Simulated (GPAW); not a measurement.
# Ca (P6_3/mmc) in GPAW: convergence with density grid spacing (A)

Aim: find how far density grid spacing (A) must go before the results for Ca settle, at RPBE. This setting moves, with any that are tied to it; all else stays.

All numbers are computed with GPAW 26.7.0; they aren't measurements. Logs are shortened: lines on timing, memory, paths and dates and some standing lists are left out, and cuts for length are marked. The log counts tension as positive stress, the text compression.

### 1 The crystal as given

Symmetry: P6_3/mmc, No. 194, hexagonal system. The conventional cell has a = 3.980 Å, b = 3.980 Å, c = 6.520 Å, α = 90.00°, β = 90.00°, γ = 120.00°. Ca (site symmetry -6m2) is surrounded by 12 Ca at 3.98 to 3.99 Å.

This isn't the form of Ca at room conditions, which is fcc.

### 2 With density grid spacing (A) 0.24

run.py

```python
from ase import Atoms
from ase.dft.bandgap import bandgap
from ase.io import write
from ase.units import GPa
from gpaw import GPAW, PW

atoms = Atoms(['Ca', 'Ca'],
              cell=[[3.98, 0.0, 0.0],
                    [-1.99, 3.4467811071, 0.0],
                    [0.0, 0.0, 6.52]],
              scaled_positions=[[0.6666666667, 0.3333333333, 0.75],
                                [0.3333333333, 0.6666666667, 0.25]],
              pbc=True)

calc = GPAW(mode=PW(600),
            h=0.24,
            xc='RPBE',
            kpts={'size': (6, 6, 3), 'gamma': True},
            occupations={'name': 'fermi-dirac', 'width': 0.05},
            nbands=19,
            convergence={'density': 1e-05, 'energy': 1e-05},
            maxiter=100,
            txt='gpaw.txt')
atoms.calc = calc
energy = atoms.get_potential_energy()
forces = atoms.get_forces()
stress = atoms.get_stress()
calc.write('gs.gpw')
write('result.traj', atoms)
print(f'Energy: {energy:.6f} eV')
print('Forces (eV/A):')
print(forces.round(4))
print('Stress (GPa):', (stress / GPa).round(3))
print('Fermi level:', round(calc.get_fermi_level(), 4), 'eV')
print(f'Gap: {bandgap(calc)[0]:.4f} eV, direct: {bandgap(calc, direct=True)[0]:.4f} eV')
```

Potentials or basis: the program's PAW data sets (release 1.2.1) made for this functional, pw.

Started as:

```
> OMP_NUM_THREADS=1 python run.py
```

gpaw.txt:

```text
__  _  _
 | _ |_)|_||  |
 |__||  | ||/\| - 26.7.0

Input parameters:
  mode=PW(ecut=600.0),
  convergence={'density': 1e-05, 'energy': 1e-05},
  h=0.24,
  kpts=MonkhorstPack(size=(6, 6, 3), gamma=True),
  maxiter=100,
  nbands=19,
  occupations=Occupations(name='fermi-dirac', width=0.05),
  xc=XC(name='RPBE')

Diagonalizing LCAO Hamiltonian
Converting LCAO to pw mode

            Ca

        Ca

Atoms  # Å, Bohr magnetons
|   | symbol |         x |        y |        z |    initial magnetic moments |
|---|--------|-----------|----------|----------|-----------------------------|
| 0 |     Ca |  1.990000 | 1.148927 | 4.890000 | ( 0.0000,  0.0000,  0.0000) |
| 1 |     Ca | -0.000000 | 2.297854 | 1.630000 | ( 0.0000,  0.0000,  0.0000) |

Unit cell  # Å
| periodic |         x |        y |        z |  lengths |     angles |
|----------|-----------|----------|----------|----------|------------|
|      yes |  3.980000 | 0.000000 | 0.000000 | 3.980000 |  90.000000 |
|      yes | -1.990000 | 3.446781 | 0.000000 | 3.980000 |  90.000000 |
|      yes |  0.000000 | 0.000000 | 6.520000 | 6.520000 | 120.000000 |

Number of symmetries: 12
Symmetry operations  # r_c * U_cc + t_c -> r_c
|    | kind |            matrix            |
|----|------|------------------------------|
|  0 |  σ   |  1, 1, 0,  0,-1, 0,  0, 0, 1 |
|  1 |  S6  |  1, 1, 0, -1, 0, 0,  0, 0,-1 |
|  2 |  E   |  1, 0, 0,  0, 1, 0,  0, 0, 1 |
|  3 |  C2  |  1, 0, 0, -1,-1, 0,  0, 0,-1 |
|  4 |  C2  |  0, 1, 0,  1, 0, 0,  0, 0,-1 |
|  5 |  C3  |  0, 1, 0, -1,-1, 0,  0, 0, 1 |
|  6 |  S6  |  0,-1, 0,  1, 1, 0,  0, 0,-1 |
|  7 |  σ   |  0,-1, 0, -1, 0, 0,  0, 0, 1 |
|  8 |  σ   | -1, 0, 0,  1, 1, 0,  0, 0, 1 |
|  9 |  i   | -1, 0, 0,  0,-1, 0,  0, 0,-1 |
| 10 |  C3  | -1,-1, 0,  1, 0, 0,  0, 0, 1 |
| 11 |  C2  | -1,-1, 0,  0, 1, 0,  0, 0,-1 |

BZ-sampling:
  Number of BZ points: 108
  Number of IBZ points: 17

  Monkhorst-Pack size: [6, 6, 3]
  Monkhorst-Pack shift: [0.08333333333333333, 0.08333333333333333, 0.0]

K-points  # in reciprocal-cell coordinates
|     |                                coordinates |     weight |
|-----|--------------------------------------------|------------|
|   0 | (  0.00000000,   0.00000000,   0.00000000) | 0.00925926 |
|   1 | (  0.00000000,   0.00000000,   0.33333333) | 0.01851852 |
|   2 | (  0.16666667,   0.00000000,  -0.33333333) | 0.05555556 |
|   3 | (  0.16666667,   0.00000000,   0.00000000) | 0.05555556 |
|   4 | (  0.16666667,   0.00000000,   0.33333333) | 0.05555556 |
|   5 | (  0.33333333,  -0.16666667,   0.00000000) | 0.05555556 |
|   6 | (  0.33333333,  -0.16666667,   0.33333333) | 0.11111111 |
|   7 | (  0.33333333,   0.00000000,  -0.33333333) | 0.05555556 |
|   8 | (  0.33333333,   0.00000000,   0.00000000) | 0.05555556 |
|   9 | (  0.33333333,   0.00000000,   0.33333333) | 0.05555556 |
| ... |                                            |            |
|  16 | (  0.50000000,   0.50000000,   0.33333333) | 0.05555556 |

Plane wave coefficients: 3006
Cutoff: 600.0 eV

Spin-components: 1 (collinear spins)
Bands:           19
Projectors:      10
Spin-degeneracy: 2
Datatype:        complex128

Parallelization:
  kpt:    1
  domain: 1
  band:   1

Density:
  Valence electrons: 20.0
  Components: 1
  Grid points: [18 18 28]
  Charge: 0.0  # |e|

Potential:
  Grid points: [18 18 28]

species:
  Ca:
    name:    Calcium
    Z:       20.0
    valence: 10
    core:    10
    charge:  0.0  # [|e|]
    compensation charges:
      type: gauss
      rc: 0.37  # [Å]
      lmax: 2
    cutoffs:
      filter: 2.10  # [Å]
      core: 1.17  # [Å]
    projectors
    | kind |    occ | energy [eV] | rcut [Å] |
    |------|--------|-------------|----------|
    |   3s |  2.000 |     -47.195 |    1.175 |
    |   4s |  2.000 |      -3.734 |    1.175 |
    |   3p |  6.000 |     -28.058 |    1.154 |
    |    p |        |      -0.847 |    1.154 |
    |    d |        |       0.000 |    0.937 |

    Using partial waves for Ca as LCAO basis

Reference energy: -37030.826097  # eV

eigensolver:
  PPCG
  Converge bands: occupied
  niter=2

density mixing:
  MSR1-Mixer
  Pratt-step length: 0.05
  Maximum mixing coefficient: 0.75
  Old densities: 10
  SVD Regularization: 0.005
  Good broyden scale: 1.0
  Trust region scale: 1.0
  Backstep threshold: 4.0
  History deletion threshold: 6.0
  Fourier metric: weight=20.0, sigma=0.015

occupation numbers:
  Fermi-Dirac:
    width: 0.0500  # eV

poisson solver:
  ecut: 4800.0  # eV

xc functional:
  name: RPBE with 2 nearest neighbor stencil

convergence criteria:
- Maximum integral of absolute [dens]ity change: 1e-05 electrons / valence electron
- Maximum [total energy] change in last 3 cyles: 1e-05 eV / valence electron
- Maximum integral of absolute [eigenst]ate change: 4e-08 eV^2 / valence electron
maximum number of iterations: 100

SCF iterations
|iter     | |      energy | eigst |  dens |
|---------|-|-------------|-------|-------|
|iter:   1| |   -3.349432 | +0.32 |       |
|iter:   2| |   -3.641830 | -0.97 | -1.60 |
|iter:   3| |   -3.670043 | -1.71 | -1.62 |
|iter:   4| |   -3.669445 | -2.72 | -1.81 |
|iter:   5| |   -3.670826 | -3.69 | -2.20 |
|iter:   6| |   -3.671641 | -3.97 | -2.32 |
|iter:   7| |   -3.671625 | -5.48 | -2.82 |
|iter:   8| |   -3.671624c| -6.41 | -2.87 |
|iter:   9| |   -3.671615c| -5.79 | -2.93 |
|iter:  10| |   -3.671622c| -6.38 | -3.30 |
|iter:  11| |   -3.671623c| -7.87c| -4.37 |
|iter:  12| |   -3.671623c| -8.03c| -4.87 |
|iter:  13| |   -3.671623c| -8.92c| -5.82c|

Converged in 13 steps
Energy contributions relative to reference atoms: (reference = -37030.826097)

Energy contributions:
  Kinetic:           0.450741
  Coulomb:           3.578665
  Zero:             -0.929965
  External:          0.000000
  Xc:               -6.755536
  Entropy:          -0.031054
  Spinorbit:         0.000000
  ----------------------------
  Free energy:      -3.687150
  Extrapolated:     -3.671623

dipole moment: (0.000000, 0.000001, 0.000001)  # |e|*Ang

Fermi level: 3.171
Eigenvalues  # (at kpt = [0.000, 0.000, 0.000])
| band index |      eig [eV] | occ [0-2] |
|------------|---------------|-----------|
|          0 |       -39.152 |     2.000 |
|        ... |               |           |
|          3 |       -20.058 |     2.000 |
|          4 |       -20.058 |     2.000 |
|          5 |       -20.043 |     2.000 |
|          6 |       -20.043 |     2.000 |
|          7 |       -20.029 |     2.000 |
|          8 |        -0.788 |     2.000 |
[... 8 lines left out ...]
|         17 |         6.057 |     0.000 |
|         18 |         6.847 |     0.000 |

No gap
No difference between direct/indirect transitions

Forces  # eV/Ang
|        x |       y |        z |
|----------|---------|----------|
| -0.00000 | 0.00000 |  0.00000 |  # Ca   0
|  0.00000 | 0.00000 | -0.00000 |  # Ca   1

Stress tensor  # eV/Ang^3
|         x |         y |         z |
|-----------|-----------|-----------|
|  0.001101 | -0.000000 |  0.000000 |
| -0.000000 |  0.001101 | -0.000000 |
|  0.000000 | -0.000000 | -0.002907 |

# Writing to gs.gpw (mode='')
```

stdout:

```text
Energy: -3.671623 eV
Forces (eV/A):
[[-0.  0.  0.]
 [ 0.  0. -0.]]
Stress (GPa): [ 0.176  0.176 -0.466 -0.     0.    -0.   ]
Fermi level: 3.1711 eV
Gap: 0.0000 eV, direct: 0.0000 eV
```

Wall time 16 s (1 thread of Arm Neoverse V1, shared host); peak memory 0.15 GiB.

Results:

| Property | Result |
| --- | --- |
| Free energy | -3.6871 eV |
| Pressure | 0.0 GPa |
| Band gap on the k mesh | none (metal or under the smearing width) |

### 3 With density grid spacing (A) 0.2

Changes to run.py since step 2:

```diff
@@ -15,3 +15,3 @@
 calc = GPAW(mode=PW(600),
-            h=0.24,
+            h=0.2,
             xc='RPBE',
```

Potentials or basis: the program's PAW data sets (release 1.2.1) made for this functional, pw.

Started as:

```
> OMP_NUM_THREADS=1 python run.py
```

It took 17 s on 1 thread of Arm Neoverse V1, shared host; peak memory 0.16 GiB.

What came out:

| Property | Result |
| --- | --- |
| Free energy | -3.6846 eV |
| Pressure | 0.0 GPa |
| Band gap on the k mesh | none (metal or under the smearing width) |

### 4 With density grid spacing (A) 0.17

Changes to run.py since step 3:

```diff
@@ -15,3 +15,3 @@
 calc = GPAW(mode=PW(600),
-            h=0.2,
+            h=0.17,
             xc='RPBE',
```

Started as:

```
> OMP_NUM_THREADS=1 python run.py
```

Wall time 23 s (1 thread of Arm Neoverse V1, shared host); peak memory 0.17 GiB.

Results:

```
Free energy            : -3.6831 eV
Pressure               : 0.0 GPa
Band gap on the k mesh : none (metal or under the smearing width)
```

### 5 With density grid spacing (A) 0.15

Changes to run.py since step 4:

```diff
@@ -15,3 +15,3 @@
 calc = GPAW(mode=PW(600),
-            h=0.17,
+            h=0.15,
             xc='RPBE',
```

Started as:

```
> OMP_NUM_THREADS=1 python run.py
```

Run time: 32 s. Hardware: 1 thread of Arm Neoverse V1, shared host; peak memory 0.18 GiB.

Results (log left out):

```
Free energy            : -3.6825 eV
Pressure               : 0.0 GPa
Band gap on the k mesh : none (metal or under the smearing width)
```

### 6 With density grid spacing (A) 0.13

Changes to run.py since step 5:

```diff
@@ -15,3 +15,3 @@
 calc = GPAW(mode=PW(600),
-            h=0.15,
+            h=0.13,
             xc='RPBE',
```

Potentials or basis: the program's PAW data sets (release 1.2.1) made for this functional, pw.

Started as:

```
> OMP_NUM_THREADS=1 python run.py
```

Run time: 35 s. Hardware: 1 thread of Arm Neoverse V1, shared host; peak memory 0.21 GiB.

Results (log left out):

| Property | Result |
| --- | --- |
| Free energy | -3.6821 eV |
| Pressure | 0.0 GPa |
| Band gap on the k mesh | none (metal or under the smearing width) |

### 7 With density grid spacing (A) 0.11

Changes to run.py since step 6:

```diff
@@ -15,3 +15,3 @@
 calc = GPAW(mode=PW(600),
-            h=0.13,
+            h=0.11,
             xc='RPBE',
```

Started as:

```
> OMP_NUM_THREADS=1 python run.py
```

It took 73 s on 1 thread of Arm Neoverse V1, shared host; peak memory 0.26 GiB.

It converged, with:

- Free energy: -3.6818 eV
- Pressure: 0.0 GPa
- Band gap on the k mesh: none (metal or under the smearing width)

### 8 With density grid spacing (A) 0.09

Changes to run.py since step 7:

```diff
@@ -15,3 +15,3 @@
 calc = GPAW(mode=PW(600),
-            h=0.11,
+            h=0.09,
             xc='RPBE',
```

Started as:

```
> OMP_NUM_THREADS=1 python run.py
```

Wall time 2 min (1 thread of Arm Neoverse V1, shared host); peak memory 0.34 GiB.

Results (log left out):

- Free energy: -3.6817 eV
- Pressure: 0.0 GPa
- Band gap on the k mesh: none (metal or under the smearing width)

### 9 The series at a glance

| density grid spacing (A) | energy less the tightest run, at zero smearing (meV/atom) | SCF cycles | CPU time (s) | peak memory (GiB) |
| --- | --- | --- | --- | --- |
| 0.24 | -2.73 | 13 | 16 | 0.15 |
| 0.2 | -1.45 | 13 | 16 | 0.16 |
| 0.17 | -0.70 | 13 | 23 | 0.17 |
| 0.15 | -0.42 | 13 | 32 | 0.18 |
| 0.13 | -0.18 | 13 | 35 | 0.21 |
| 0.11 | -0.06 | 13 | 73 | 0.26 |
| 0.09 | 0.00 | 13 | 120 | 0.34 |

Against the tightest run, the energy stays within 1 meV/atom from 0.17 on. The tightest run that finished is the yardstick and may itself not be fully converged.

Caveats: the cell was measured hot, at 723 K.
